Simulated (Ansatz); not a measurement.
## Si2Mo: do energies and stresses tell the same story?

Computed with DFT PBE, scalar-relativistic, plane waves, PAW in Ansatz.

Settings: cutoff 420 eV, Γ-centred mesh 12×12×6 on the computed 9-atom cell, Gaussian smearing of 0.01 eV; no spin polarisation.

Relaxed cell: P6_222, a = 4.613 Å, b = 4.613 Å, c = 6.609 Å, α = 90.00°, β = 90.00°, γ = 120.00°, 9 atoms in the primitive cell. This form isn't the usual stable structure of the compound.

Energies at zero smearing and pressures from the stress tensor, at volumes with shape and atoms relaxed:
```
V (Å³/atom) E − E(first) (meV/atom) P (GPa)
     11.910                     0.00    34.99
     12.316                   -74.34    23.99
     12.722                  -122.99    14.66
     13.128                  -149.82     6.74
     13.534                  -158.13     0.01
     13.940                  -150.73    -5.70
     14.346                  -130.03   -10.52
     14.887                   -85.26   -15.79
```

**Question.** Check P = −dE/dV between neighbouring volumes, and get the bulk modulus from the pressures alone.

**Answer.** With 1 eV/Å³ = 160.2 GPa:
```
middle V (Å³/atom)  −ΔE/ΔV (GPa) mean P (GPa)
            12.113        29.337        29.490
            12.519        19.197        19.328
            12.925        10.586        10.699
            13.331         3.278         3.372
            13.737        -2.921        -2.844
            14.143        -8.168        -8.106
            14.617       -13.248       -13.155
```

The two differ by 0.15 GPa at most. The mean of two end pressures misses the average over a step by about ΔV² P″/12, up to 0.15 GPa here; with that taken off 0.01 GPa remains. Around V = 13.534 Å³/atom, the two neighbours give B = −V ΔP/ΔV = 13.534 × 12.43 / 0.812 = 207.2 GPa, against B0 = 205.6 GPa from the Birch–Murnaghan fit of the energies.

Cost: 9 runs of about 22 core-minutes in all, on Arm Neoverse V2 (shared hosts).